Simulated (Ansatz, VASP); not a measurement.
**InAs: VASP beside Ansatz**

```
In As
1.0
     0.00000    3.01800    3.01800
     3.01800    0.00000    3.01800
     3.01800    3.01800    0.00000
In As
1 1
Cartesian
  0.0000 0.0000 0.0000
  4.5270 4.5270 4.5270
```

Alike in both runs: task relaxation of cell and atoms; functional PBE; k mesh 8 × 8 × 8; occupations fermi-dirac, width 0.05 eV; no spin polarisation.

|  | VASP | Ansatz |
| --- | --- | --- |
| version | VASP 6.6.1 | Ansatz 0.2.0 |
| potentials or method | VASP PAW PBE potentials, release 64 (In_d, As) | Ansatz PAW |
| plane-wave cutoff (eV) | 600 | 420 |
| valence electrons in the cell | 18 | 28 |

VASP gave:

```
relaxed volume (Å³/atom)                                     : 29.63
relaxed cell length with the largest relative difference (Å) : 4.376
energy change over the relaxation (meV/atom)                 : -27
```

Task: What did Ansatz give for the same quantities?

Result: Relaxed volume (Å³/atom): 29.60; relaxed cell length with the largest relative difference (Å): 4.375; energy change over the relaxation (meV/atom): -26.

The two sets of potentials don't hold the same shells in valence.

Caveats: the plane-wave basis is chosen anew once the cell has moved, so the energies of steps on either side of that aren't comparable (Ansatz). Zero-point motion and thermal expansion aren't in these numbers. PBE usually gives volumes a little too large and moduli too small.
